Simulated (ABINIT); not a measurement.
HfC:

```
Hf C
1.0
     0.00000    2.32500    2.32500
     2.32500    0.00000    2.32500
     2.32500    2.32500    0.00000
Hf C
1 1
Direct
  0.50000 0.50000 0.50000
  0.00000 0.00000 0.00000
```

Base run:

```yaml
Program: ABINIT 10.8.3 (patched build)
Functional: r2SCAN
Potentials_or_basis: JTH PAW PBE v2.0
Cutoff: 626 eV
k_mesh: 10 × 10 × 10
Occupations: fermi-dirac, width 0.05 eV
Spin: no spin polarisation
```

Its results: band gap on the k mesh none (metal or under the smearing width); pressure -0.2 GPa.

After a change of settings the same cell gave: band gap on the k mesh none (metal or under the smearing width); pressure -0.8 GPa. Which change was it?
A. functional from r2SCAN to AM05; cutoff from 626 eV to 517 eV; fine-grid cutoff from 1224.51 eV to 1034.03 eV
B. potentials or basis from JTH PAW PBE v2.0 to JTH PAW LDA v2.0; cutoff from 626 eV to 653 eV; fine-grid cutoff from 1224.51 eV to 1251.72 eV
C. functional from r2SCAN to WC; cutoff from 626 eV to 517 eV; fine-grid cutoff from 1224.51 eV to 1034.03 eV

B.

Caveats: the PAW data sets were made with another functional, which shifts forces and pressure a little; spin-orbit coupling is left out, which moves the levels of the heavy elements.

Runs at the PBE level aren't shown here.
